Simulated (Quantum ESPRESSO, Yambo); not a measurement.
# AlAs (F-43m): G0W0 in Yambo against the bands

How does the gap of AlAs (F-43m) converge in the bands?

Main program and level: Yambo 5.3.0; PBE and many-body steps on it, plane waves.

## 1. The structure

It takes space group F-43m (No. 216, cubic). Conventional cell: a = 5.661 Å, b = 5.661 Å, c = 5.661 Å, α = 90.00°, β = 90.00°, γ = 90.00°. Nearest to Al lie 4 As at 2.45 Å. As has 4 Al at 2.45 Å nearest. Farther neighbours are not listed.

As a file:

```
Al As
1.0
     0.00000    2.83040    2.83040
     2.83040    0.00000    2.83040
     2.83040    2.83040    0.00000
Al As
1 1
Direct
  0.00000 0.00000 0.00000
  0.25000 0.25000 0.25000
```

The cell and positions come from the Crystallography Open Database and are kept as given unless a step says otherwise.

## 2. 44 bands

This step: Yambo 5.3.0; G0W0 on PBE, plane waves, norm-conserving pseudopotentials.

Now the one-shot GW correction: screening in the RPA, then the self-energy of the levels asked for.

File gw1.in:

```
HF_and_locXC
gw0
dyson
ppa
em1d
rim_cut
RandQpts= 1000000
RandGvec= 1 RL
EXXRLvcs= 100 Ry
VXCRLvcs= 400 Ry
Chimod= "HARTREE"
% BndsRnXp
 1 | 44 |
%
NGsBlkXp= 15.5 Ry
% LongDrXp
 1 | 1 | 1 |
%
% GbndRnge
 1 | 44 |
%
DysSolver= "n"
ExtendOut
PPAPntXp= 27.21138 eV
% QPkrange
 1 | 1 | 12 | 15 |
 7 | 7 | 12 | 15 |
%
```

On the command line:

```console
> OMP_NUM_THREADS=1 mpirun -n 4 yambo -F gw1.in -J gw1 -C gw1 > gw1.log
```

What it wrote:

```text
 Yambo, version 5.3.0

 [02] CORE Variables Setup
 =========================

  [... cell, symmetries and grids as in the set-up ...]

  [02.05] Energies & Occupations
  ==============================

  [X] === General ===
  [X] Electronic Temperature                        :  0.000000  0.000000 [eV K]
  [X] Bosonic    Temperature                        :  0.000000  0.000000 [eV K]
  [X] Finite Temperature mode                       : no
  [X] El. density                                   :  0.57332E+24 [cm-3]
  [X] Fermi Level                                   :  6.999082 [eV]

  [X] === Gaps and Widths ===
  [X] Conduction Band Min                           :  1.438227 [eV]
  [X] Valence Band Max                              :  0.000000 [eV]
  [X] Filled Bands                                  :  13
  [X] Empty Bands                                   :    14   548
  [X] Direct Gap                                    :  2.050208 [eV]
  [X] Direct Gap localized at k                     :  1
  [X] Indirect Gap                                  :  1.438227 [eV]
  [X] Indirect Gap between kpts                     :   1   7
  [X] Last valence band width                       :  2.822586 [eV]
  [X] 1st conduction band width                     :  2.893526 [eV]

 [03] Transferred momenta grid and indexing
 ==========================================

 IBZ Q-points                                      :   8
 BZ  Q-points                                      :   64

 K/Q-points units:
 rlu = crystal or reduced units; cc = cartesian coordinates; iku = interal k-units

 Q [1]          [rlu]:  0.000000  0.000000  0.000000
 Q [2]          [rlu]:  0.81056E-17  0.81056E-17  0.25000
 Q [3]          [rlu]: -0.16211E-16 -0.16211E-16 -0.50000
 Q [4]          [rlu]: -0.97223E-17  0.25000      0.25000
 Q [5]          [rlu]:  0.15221E-16  0.25000      0.50000
 Q [6]          [rlu]: -0.71722E-16  0.25000     -0.25000
 Q [7]          [rlu]:  0.19445E-16 -0.50000     -0.50000
 Q [8]          [rlu]:  0.250000 -0.500000 -0.250000

 [04] Coloumb potential Random Integration (RIM)
 ===============================================

  [04.01] RIM initialization
  ==========================

  * Diagonal components only detected *

  8 x (sBL volume)        :  0.101316 [a.u.]
  sBZ random points       :  1000000
  Points outside the sBZ  :   7968281
  RL volume               :  0.810531 [a.u.]
  Integrated volume       :  0.813757 [a.u.]

  [04.02] RIM integrals
  =====================

  Gamma point sphere radius             :  0.084562 [a.u.]
  Points outside the sphere             :   800476
  [Int_sBZ(q=0) 1/q^2]*(Vol_sBZ)^(-1/3) =:  7.776341
                                 should be <:  7.795600

  Summary of Coulomb integrals for non-metallic bands |Q|[au] RIM/Bare

  Q [1] 0.100000E-4 0.997530 * Q [2] 0.254334 1.068862
  Q [4] 0.293679 1.067204 * Q [6] 0.415325 1.029264
  Q [5] 0.487012 1.022872 * Q [3] 0.508667 1.020326
  Q [7] 0.587358 1.017560 * Q [8] 0.656687 1.014592

 [WARNING] [Xp] User bands 1-44 break level degeneracy

 [05] Dipoles
 ============

  [05.01] Setup: observables and procedures
  =========================================

 [06] Dynamic Dielectric Matrix (PPA)
 ====================================

 [WR./gw1//ndb.pp]---------------------------------------------------------------
  Brillouin Zone Q/K grids (IBZ/BZ)                :    8   64    8   64
  RL vectors                                       :   6183 [WF]
  Coulomb cutoff potential                         : none
  Electronic Temperature                           :  0.000000 [K]
  Bosonic    Temperature                           :  0.000000 [K]
  PPA    diel. fun.  energies                      : Perdew, Burke & Ernzerhof(X)+Perdew, Burke & Ernzerhof(C)
  wavefunctions                                    : Perdew, Burke & Ernzerhof(X)+Perdew, Burke & Ernzerhof(C)
  Global Gauge                                     : length
  X matrix size                                    :   339
  X band range                                     :    1   44
  X e/h energy range                               : -1.000000 -1.000000 [eV]
  X Time ordering                                  : R
  X Hxc Kernel                                     : HARTREE
  X Drude frequency                                :  0.000000  0.000000
  X poles                                          :  100.0000 [o/o]
  RL vectors in the sum                            :   6183
  [r,Vnl] included                                 : yes
  Field direction                                  :  0.577350E-5  0.577350E-5  0.577350E-5
  BZ energy Double Grid                            : no
  BZ energy DbGd points                            : 0
  BZ Q point size factor                           : -1.000000
  X Optical Averaged directions                    : none

 [07] Local Exchange-Correlation + Non-Local Fock
 ================================================

 [VXC] Plane waves :   41151
 [EXS] Plane waves :   5161

 QP @ state[ 1 ] K range:  1  1
 QP @ state[ 1 ] b range:  12  15
 QP @ state[ 2 ] K range:   7   7
 QP @ state[ 2 ] b range:  12  15

 [xc] Functional : Perdew, Burke & Ernzerhof(X)+Perdew, Burke & Ernzerhof(C)
 [xc] LIBXC used to calculate xc functional
  PP Number of Atomic Species                      :  2
  NLCC RL compoments                               :   41151
  PP Number of Atomic Species                      :  2
  NLCC RL compoments                               :   41151

 [xc] E_xc :  -24.76065 [Ha]
      E_xc :  -49.52129 [Ry]

  Local XC kind (lXC) : Perdew, Burke & Ernzerhof(X)+Perdew, Burke & Ernzerhof(C)
  Non-Local XC kind (nlXC) : Hartree-Fock

  Corrections @ K [1] :  [eV]
 <12|nlXC|12> = -14.93166  0.16762E-16 <12|lXC|12> = -13.05898  0.000000
 <13|nlXC|13> = -14.93172  0.63784E-17 <13|lXC|13> = -13.05898  0.11801E-15
 <14|nlXC|14> = -7.748134 -0.10687E-16 <14|lXC|14> = -11.86046 -0.37763E-15
 <15|nlXC|15> = -5.132466 -0.26406E-17 <15|lXC|15> = -9.566490  0.000000

  Corrections @ K [7] :  [eV]
 <12|nlXC|12> = -14.37584  0.30896E-17 <12|lXC|12> = -11.61168 -0.47204E-16
 <13|nlXC|13> = -14.37572  0.16727E-17 <13|lXC|13> = -11.61168  0.94408E-16
 <14|nlXC|14> = -4.804412 -0.14882E-17 <14|lXC|14> = -8.425286  0.70806E-16
 <15|nlXC|15> = -5.313114  0.23678E-17 <15|lXC|15> = -9.143182  0.47204E-16

 [08] Dyson equation: Newton solver
 ==================================

  [08.01] G0W0 (W PPA)
  ====================

  [  GW  ] Bands range     :    1   44
  [GW/PPA] G damping       :  0.100000 [eV]

  QP @ state[ 1 ] K range:  1  1
  QP @ state[ 1 ] b range:  12  15
  QP @ state[ 2 ] K range:   7   7
  QP @ state[ 2 ] b range:  12  15

   Sc/G bands                                       :    1   44
   Sc/G damping                                     :  0.100000 ev
   Sc bands terminator                              : no
   Sx RL components                                 :   5161

   QP @ state[ 1 ] K range                          :  1  1
   QP @ state[ 1 ] b range                          :  12  15
   QP @ state[ 2 ] K range                          :   7   7
   QP @ state[ 2 ] b range                          :  12  15
   GF energies kind                                 : Perdew, Burke & Ernzerhof(X)+Perdew, Burke & Ernzerhof(C)
   GF WF`s kind                                     : Perdew, Burke & Ernzerhof(X)+Perdew, Burke & Ernzerhof(C)
   Xs energies kind                                 : Perdew, Burke & Ernzerhof(X)+Perdew, Burke & Ernzerhof(C)
   Xs WF`s kind                                     : Perdew, Burke & Ernzerhof(X)+Perdew, Burke & Ernzerhof(C)

 [11] Game Over & Game summary
```

The job ended after 90 s (4 MPI ranks of Arm Neoverse N1, shared host; peak memory 1.8 GiB).

Numbers from this step:

| Item | Value |
| --- | --- |
| G0W0 gap on the points computed | 1.777 eV |
| starting gap on the mesh | 1.438 eV |
| k of the valence top | 0, 0, 0 |
| k of the conduction bottom | 0, -0.5, -0.5 |
| least direct G0W0 gap on the computed points | 2.769 eV |
| Z at the valence top | 0.7899 |
| Z at the conduction bottom | 0.8050 |

The gap on the mesh goes from 1.44 eV to 1.78 eV, a correction of +0.34 eV.

## 3. 79 bands

gw2.in, as its differences from gw1.in of step 2:

```diff
@@ -12,3 +12,3 @@
 % BndsRnXp
- 1 | 44 |
+ 1 | 79 |
 %
@@ -19,3 +19,3 @@
 % GbndRnge
- 1 | 44 |
+ 1 | 79 |
 %
```

On the command line:

```console
> OMP_NUM_THREADS=1 mpirun -n 4 yambo -F gw2.in -J gw2 -C gw2 > gw2.log
```

What it wrote:

```text
 Yambo, version 5.3.0

 [02] CORE Variables Setup
 =========================

  [... cell, symmetries and grids as in the set-up ...]

  [02.05] Energies & Occupations
  ==============================

  [X] === General ===
  [X] Electronic Temperature                        :  0.000000  0.000000 [eV K]
  [X] Bosonic    Temperature                        :  0.000000  0.000000 [eV K]
  [X] Finite Temperature mode                       : no
  [X] El. density                                   :  0.57332E+24 [cm-3]
  [X] Fermi Level                                   :  6.999082 [eV]

  [X] === Gaps and Widths ===
  [X] Conduction Band Min                           :  1.438227 [eV]
  [X] Valence Band Max                              :  0.000000 [eV]
  [X] Filled Bands                                  :  13
  [X] Empty Bands                                   :    14   548
  [X] Direct Gap                                    :  2.050208 [eV]
  [X] Direct Gap localized at k                     :  1
  [X] Indirect Gap                                  :  1.438227 [eV]
  [X] Indirect Gap between kpts                     :   1   7
  [X] Last valence band width                       :  2.822586 [eV]
  [X] 1st conduction band width                     :  2.893526 [eV]

 [03] Transferred momenta grid and indexing
 ==========================================

 IBZ Q-points                                      :   8
 BZ  Q-points                                      :   64

 K/Q-points units:
 rlu = crystal or reduced units; cc = cartesian coordinates; iku = interal k-units

 Q [1]          [rlu]:  0.000000  0.000000  0.000000
 Q [2]          [rlu]:  0.81056E-17  0.81056E-17  0.25000
 Q [3]          [rlu]: -0.16211E-16 -0.16211E-16 -0.50000
[...]
NLCC RL compoments                               :   41151
  PP Number of Atomic Species                      :  2
  NLCC RL compoments                               :   41151

 [xc] E_xc :  -24.76065 [Ha]
      E_xc :  -49.52129 [Ry]

  Local XC kind (lXC) : Perdew, Burke & Ernzerhof(X)+Perdew, Burke & Ernzerhof(C)
  Non-Local XC kind (nlXC) : Hartree-Fock

  Corrections @ K [1] :  [eV]
 <12|nlXC|12> = -14.93166  0.16762E-16 <12|lXC|12> = -13.05898  0.000000
 <13|nlXC|13> = -14.93172  0.63784E-17 <13|lXC|13> = -13.05898  0.11801E-15
 <14|nlXC|14> = -7.748134 -0.10687E-16 <14|lXC|14> = -11.86046 -0.37763E-15
[...]
Corrections @ K [7] :  [eV]
[...]
<14|nlXC|14> = -4.804412 -0.14882E-17 <14|lXC|14> = -8.425286  0.70806E-16
 <15|nlXC|15> = -5.313114  0.23678E-17 <15|lXC|15> = -9.143182  0.47204E-16

 [08] Dyson equation: Newton solver
 ==================================

  [08.01] G0W0 (W PPA)
  ====================

  [  GW  ] Bands range     :    1   79
  [GW/PPA] G damping       :  0.100000 [eV]

  QP @ state[ 1 ] K range:  1  1
  QP @ state[ 1 ] b range:  12  15
  QP @ state[ 2 ] K range:   7   7
  QP @ state[ 2 ] b range:  12  15

   Sc/G bands                                       :    1   79
   Sc/G damping                                     :  0.100000 ev
   Sc bands terminator                              : no
   Sx RL components                                 :   5161

   QP @ state[ 1 ] K range                          :  1  1
   QP @ state[ 1 ] b range                          :  12  15
   QP @ state[ 2 ] K range                          :   7   7
   QP @ state[ 2 ] b range                          :  12  15
   GF energies kind                                 : Perdew, Burke & Ernzerhof(X)+Perdew, Burke & Ernzerhof(C)
   GF WF`s kind                                     : Perdew, Burke & Ernzerhof(X)+Perdew, Burke & Ernzerhof(C)
   Xs energies kind                                 : Perdew, Burke & Ernzerhof(X)+Perdew, Burke & Ernzerhof(C)
   Xs WF`s kind                                     : Perdew, Burke & Ernzerhof(X)+Perdew, Burke & Ernzerhof(C)

 [11] Game Over & Game summary
```

Elapsed: 2.7 min, on 4 MPI ranks; peak memory 1.8 GiB.

This step gave:

- G0W0 gap on the points computed: 1.892 eV
- starting gap on the mesh: 1.438 eV
- k of the valence top: 0, 0, 0
- k of the conduction bottom: 0, -0.5, -0.5
- least direct G0W0 gap on the computed points: 2.805 eV
- Z at the valence top: 0.7878
- Z at the conduction bottom: 0.8042

Against the run before, the gap moves by +0.116 eV.

## 4. 148 bands

gw3.in, as its differences from gw2.in of step 3:

```diff
@@ -12,3 +12,3 @@
 % BndsRnXp
- 1 | 79 |
+ 1 | 148 |
 %
@@ -19,3 +19,3 @@
 % GbndRnge
- 1 | 79 |
+ 1 | 148 |
 %
```

On the command line:

```console
> OMP_NUM_THREADS=1 mpirun -n 4 yambo -F gw3.in -J gw3 -C gw3 > gw3.log
```

What it wrote:

```text
 Yambo, version 5.3.0

 [02] CORE Variables Setup
 =========================

  [... cell, symmetries and grids as in the set-up ...]

  [02.05] Energies & Occupations
  ==============================

  [X] === General ===
  [X] Electronic Temperature                        :  0.000000  0.000000 [eV K]
  [X] Bosonic    Temperature                        :  0.000000  0.000000 [eV K]
  [X] Finite Temperature mode                       : no
  [X] El. density                                   :  0.57332E+24 [cm-3]
[...]
QP @ state[ 1 ] b range                          :  12  15
   QP @ state[ 2 ] K range                          :   7   7
   QP @ state[ 2 ] b range                          :  12  15
   GF energies kind                                 : Perdew, Burke & Ernzerhof(X)+Perdew, Burke & Ernzerhof(C)
   GF WF`s kind                                     : Perdew, Burke & Ernzerhof(X)+Perdew, Burke & Ernzerhof(C)
   Xs energies kind                                 : Perdew, Burke & Ernzerhof(X)+Perdew, Burke & Ernzerhof(C)
   Xs WF`s kind                                     : Perdew, Burke & Ernzerhof(X)+Perdew, Burke & Ernzerhof(C)

 [11] Game Over & Game summary
```

Run time: 5.1 min. Hardware: 4 MPI ranks; peak memory 1.8 GiB; 20 min of CPU time.

Numbers from this step:

```yaml
g0w0_gap_on_the_points_computed: 1.994 eV
starting_gap_on_the_mesh: 1.438 eV
k_of_the_valence_top: 0, 0, 0
k_of_the_conduction_bottom: 0, -0.5, -0.5
least_direct_g0w0_gap_on_the_computed_points: 2.832 eV
```

Against the run before, the gap moves by +0.101 eV.

(Continued in part 2 of 2.)

[Paths, hosts, dates, memory and timing lines, banners, echoed tables and standing remarks are left out of the program output.]

[Logs are printed without paths, hosts, clocks, repeated set-up lines and the standing remarks that a program may print on its own settings, such as how far it seeks lower states.]

[Runs of the session that timed out or met a known fault of the program may be left out.]

[Hosts, paths, dates, database ids (printed as entryN), source tags and the programs' standing remarks are cut or masked in the printed files.]
